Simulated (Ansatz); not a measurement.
## CdI2

Method: PBE, scalar-relativistic; no spin polarisation; PAW, 420 eV, Γ-centred 10×10×6 mesh, 0.05 eV Gaussian smearing; code Ansatz. The datasets are Ansatz's generated set soft_2.

```
Cd I
1.0
     4.32971    0.00000    0.00000
    -2.16486    3.74964    0.00000
     0.00000    0.00000    7.81513
Cd I
1 2
Direct
  0.00000 0.00000 0.00000
  0.33333 0.66667 0.21995
  0.66667 0.33333 0.78005
```

The chain of runs began from a cell as deposited in COD, expanded in volume.

The cell is relaxed to zero pressure at this level.

Path: Γ–M–K–Γ–A–L–H–A | L–M | H–K, with Γ = (0.000, 0.000, 0.000), M = (0.500, 0.000, 0.000), K = (0.333, 0.333, 0.000), A = (0.000, 0.000, 0.500), L = (0.500, 0.000, 0.500), H = (0.333, 0.333, 0.500) in reciprocal vectors of the calculation's cell.

Task: Is it a metal or an insulator, and if it has a gap, where are the band edges on this path?

Result: An insulator with a gap of 2.44 eV on the path, the valence band topping between Γ and M and the conduction band bottoming at L; the smallest direct gap is 2.55 eV.

Bands as a text map, energy in eV from the Fermi level (dashes), each leg drawn with the same width:
```
  2.86 |                                                                   
  2.57 |                                                                   
  2.29 |                                               *                   
  2.00 |   **           ****       *****        ******* **         ****    
  1.71 |  *  *    ******         **     *     **                       ****
  1.43 |**    ****          *****        **  *                  ***        
  1.14 |                                   **             ******           
  0.86 |                                                                   
  0.57 |                                                                   
  0.29 |                                                                   
  0.00 |-------------------------------------------------------------------
 -0.29 |                                                                   
 -0.57 |                                                                   
 -0.86 |                                                                   
 -1.14 |****                ************                **                 
 -1.43 |** *******      **************  ********** ****************        
 -1.71 |***   **********  *******    ** ***** ********* * *****************
 -2.00 |   *        ** ***       **   ***             **                   
 -2.29 |  ****          *  *       **** ***          * ***                 
 -2.57 |    ********      *            *  ******    * *   *********        
 -2.86 |   *      * ** * **                   * *  * **                    
 -3.14 |    *      *******              *      **** **             ********
 -3.43 |     *      *****                *       ****              ********
 -3.71 |      ******                      *  ****             *****        
 -4.00 |                                   **             ****             
 -4.29 |****              ***************             ****                 
 -4.57 |    **      ******               *      ******             ********
 -4.86 |      ******                      ******          *********        
        Γ      M      K      Γ      A      L      H      AL       MH      K
```

Formal charges Cd²⁺, I⁻ balance and leave closed shells on every ion, so a band insulator is expected, and the gap is 2.43 eV.

Within 0.6 eV of the edges the projected states are 98 % I 5p at the top of the valence band and 57 % Cd 5s at the bottom of the conduction band. The lowest excitation takes an electron from I back to Cd, as in polar semiconductors.

Semilocal functionals underestimate band gaps, commonly by a third or more. Scalar-relativistic only: spin–orbit splittings of the heavy atoms' levels are missing. The structure is built of weakly bound layers, and this functional has no dispersion term, so their spacing and all that hangs on it (volume, the soft elastic constants, low modes, dielectric constants) are poorly given.
